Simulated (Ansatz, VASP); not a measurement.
# Two plane-wave programs on TiO2

```
Ti O
1.0
     2.70603   -2.70666    0.00000
     2.70603    2.70666    0.00000
    -2.63353    0.00000    4.79664
Ti O
2 4
Direct
  0.13411 0.86589 0.25000
  0.86589 0.13411 0.75000
  0.33122 0.08876 0.66715
  0.66878 0.91124 0.33285
  0.91124 0.66878 0.83285
  0.08876 0.33122 0.16715
```

Alike in both runs: task single point; functional r2SCAN; k mesh 2 × 2 × 2; occupations gaussian, width 0.02 eV; no spin polarisation.

|  | VASP | Ansatz |
| --- | --- | --- |
| version | VASP 6.6.1 | Ansatz 0.2.0 |
| potentials or method | VASP PAW PBE potentials, release 64 (Ti_sv, O) | scalar-relativistic, plane waves, PAW |
| plane-wave cutoff (eV) | 520 | 500 |
| valence electrons in the cell | 48 | 48 |

```tsv
	VASP	Ansatz	Ansatz less VASP
gap on the k mesh at the Fermi level (eV)	2.45	2.43	-0.020
least direct gap on the mesh (eV)	2.90	2.88	-0.022
pressure (GPa)	-6.1	-7.2	-1.14
largest component of the traceless stress (GPa)	6.43	6.56	+0.136
rms of the force components (eV/Å)	0.181	0.194	+0.0131
```

Atom by atom the forces differ by 0.020 eV/Å (rms over components).

Caveats: the k mesh is coarse (spacing up to 0.88 Å⁻¹), so the values aren't converged; the PAW data sets were made with another functional, which shifts forces and pressure a little (VASP). A k mesh can miss the band edges. r2SCAN opens gaps a little over a GGA but as a rule still falls short of measured ones.
